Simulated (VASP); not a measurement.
The system is CuAu.

```
CELL_PARAMETERS angstrom
2.81075 0.00000 0.00000
0.00000 2.81075 0.00000
0.00000 0.00000 3.68500
ATOMIC_POSITIONS crystal
Au 0.00000 0.00000 0.00000
Cu 0.50000 0.50000 0.50000
```

| Property | Result |
| --- | --- |
| Program | VASP 6.6.1 |
| Task | single point |
| Functional | PBEsol |
| Potentials or basis | VASP PAW PBE potentials, release 64 (Au, Cu) |
| Cutoff | 520 eV |
| k mesh | 9 × 9 × 7 |
| Occupations | fermi-dirac, width 0.05 eV |
| Spin | no spin polarisation |

On this cell: pressure -3.9 GPa; largest force under 0.003 eV/Å; band gap on the k mesh none (metal or under the smearing width).

The same run follows on a disturbed copy (atoms moved at random, drawn with an rms of 0.05 Å):

```
Au Cu
1.0
     2.81075    0.00000    0.00000
     0.00000    2.81075    0.00000
     0.00000    0.00000    3.68500
Au Cu
1 1
Direct
  0.99294 0.00315 0.98443
  0.49656 0.48971 0.49476
```

What changes?

The energy (extrapolated to zero smearing) moves by +3.6 meV/atom; pressure -3.8 GPa; largest force 0.276 eV/Å; band gap on the k mesh none (metal or under the smearing width).

Forces in eV/Å, atoms in the order of the input:
```
Au   0.033 -0.123  0.245
Cu  -0.033  0.123 -0.245
```

Stress tensor (GPa, compression positive):
```
-3.68 -0.02  0.04
-0.02 -3.72 -0.16
 0.04 -0.16 -3.91
```

Caveats: the PAW data sets were made with another functional, which shifts forces and pressure a little.
